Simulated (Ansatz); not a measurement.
**Nb under changes of volume**

One of the cells (18.428 Å³/atom); the others are scaled copies at fixed shape and fractional positions:

```xyz
1
Lattice="-1.6640 1.6640 1.6640 1.6640 -1.6640 1.6640 1.6640 1.6640 -1.6640" Properties=species:S:1:pos:R:3 pbc="T T T"
Nb    0.0000    0.0000    0.0000
```

- Program: Ansatz 0.2.0
- Functional: PBE
- Potentials or basis: all-electron LAPW, scalar-relativistic
- Cutoff: 233 eV (chosen from the basis error)
- Basis error allowed: 0.0005 eV/atom
- k mesh: 11 × 11 × 11
- Occupations: fermi-dirac, width 0.05 eV
- Spin: no spin polarisation

```csv
volume (Å³/atom),energy over the lowest point (meV/atom),pressure (GPa)
17.322,24.46,9.3
17.691,7.78,5.2
18.060,0.00,1.4
18.428,0.49,-2.0
18.797,8.63,-5.2
19.165,?,?
19.534,45.36,-10.7
```

Problem. What does the run at 19.165 Å³/atom give?

Solution. Energy over the lowest point 23.79 meV/atom; pressure -8.0 GPa.

Worked out: A Birch-Murnaghan fit of order 3 (a polynomial in V^(-2/3)) to the other rows has its minimum at 18.22 Å³/atom with B0 = V·E''(V) = 171 GPa and B' = 2.9. It gives 23.72 meV/atom at 19.165 Å³/atom, against the run's 23.79, and -dE/dV = -8.0 GPa, against -8.0.

Energies are extrapolated to zero smearing.
